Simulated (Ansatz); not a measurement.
**In: all-electron results**

```xyz
1
Lattice="-1.6261 1.6261 2.4739 1.6261 -1.6261 2.4739 1.6261 1.6261 -2.4739" Properties=species:S:1:pos:R:3 pbc="T T T"
In    0.0000    0.0000    0.0000
```

The cell is COD entry 9017523, as deposited and not checked against the literature; nothing was relaxed.

No spin–orbit coupling, which matters for the heavy atoms here.

Computed with Ansatz 0.2.0, DFT, PBE, all-electron LAPW, scalar-relativistic.

Numerical set-up: a Γ-centred 14×14×14 k mesh, Fermi–Dirac smearing of 0.05 eV, basis error target 0.5 meV/atom, no spin polarisation.

```
Pressure at this cell : 19.3 kbar
Volume per atom       : 26.17 Å³
```

(1) Band gap: what does the calculation give?

(2) Density of states at the Fermi level (0.2 eV bin): what does the calculation give?

(3) Give the computed value. Stress xx, yy, zz (compression positive).

## Answers

(1) none: with an odd electron count and no spin polarisation the bands can't all be full, a metal in this set-up (spin order or a larger cell could open a gap).

(2) 0.39 states/eV per cell.

(3) 1.84, 1.84, 2.11 GPa.
